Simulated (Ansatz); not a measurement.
# MgO: the cost of one run

Method: DFT PBEsol, scalar-relativistic, plane waves, PAW, in Ansatz 0.2.0.

The COD cell was measured well above room temperature, so it is larger than a cold one.

2 further runs of the same task are left out: 2 set aside as unsound or not needed.

## Step 1: The starting structure

The structure is cubic, space group Fm-3m (No. 225). Conventional cell: a = 4.214 Å, b = 4.214 Å, c = 4.214 Å, α = 90.00°, β = 90.00°, γ = 90.00°. Around Mg (site symmetry m-3m) lie 6 O at 2.11 Å. O (site symmetry m-3m) is surrounded by 6 Mg at 2.11 Å.

Coordinates:

```
CELL_PARAMETERS angstrom
0.00000 -2.10711 -2.10711
0.00000 2.10711 -2.10711
4.21421 0.00000 0.00000
ATOMIC_POSITIONS crystal
Mg 0.50000 0.50000 0.50000
Mg 0.00000 0.00000 0.00000
O 0.50000 0.50000 0.00000
O 0.00000 0.00000 0.50000
```

It is built from the cell relaxed beforehand with the same method (9.36 Å³/atom).

## Step 2: The reference cell

The cell is repeated 2 times, 4 atoms in all. Reference values: F = -4951.7428 eV; pressure -0.01 GPa; largest force 0.000 eV/Å; gap on the mesh 4.62 eV. It was computed beforehand with the settings of the runs below.

## Step 3: Harmonic modes of this cell

Contents of input.yaml:

```yaml
crystal:
  lattice:
    - [0.0, -2.1071057205, -2.1071057205]
    - [0.0, 2.1071057205, -2.1071057205]
    - [4.2142114411, 0.0, 0.0]
  atoms:
    - { symbol: Mg, position: [0.5, 0.5, 0.5] }
    - { symbol: Mg, position: [0.0, 0.0, 0.0] }
    - { symbol: O, position: [0.5, 0.5, 0.0] }
    - { symbol: O, position: [0.0, 0.0, 0.5] }
basis:
  ecutwfc: 420
kpoints:
  mp_grid: { grid: [8, 8, 6] }
hamiltonian:
  xc: pbesol
scf:
  occupations: { method: gaussian, width: 0.05 }
output:
  eigenvalues: true
phonons:
  method: fd
  supercell: [1, 1, 1]
  amplitude: 0.02
  eigenvectors: true
  dielectric: false
```

On the command line:

```bash
> ansatz run input.yaml --threads 2 --pin off --max-ram 5120MiB --backend cpu --events-out ev --progress --plain --runs-dir out
```

**Question.** How long does this run take on 2 threads of Intel Xeon Platinum 8375C at 2.90GHz (Ice Lake), shared host, and how much memory does it need?

About 6.4 s, with a peak of 0.44 GiB.
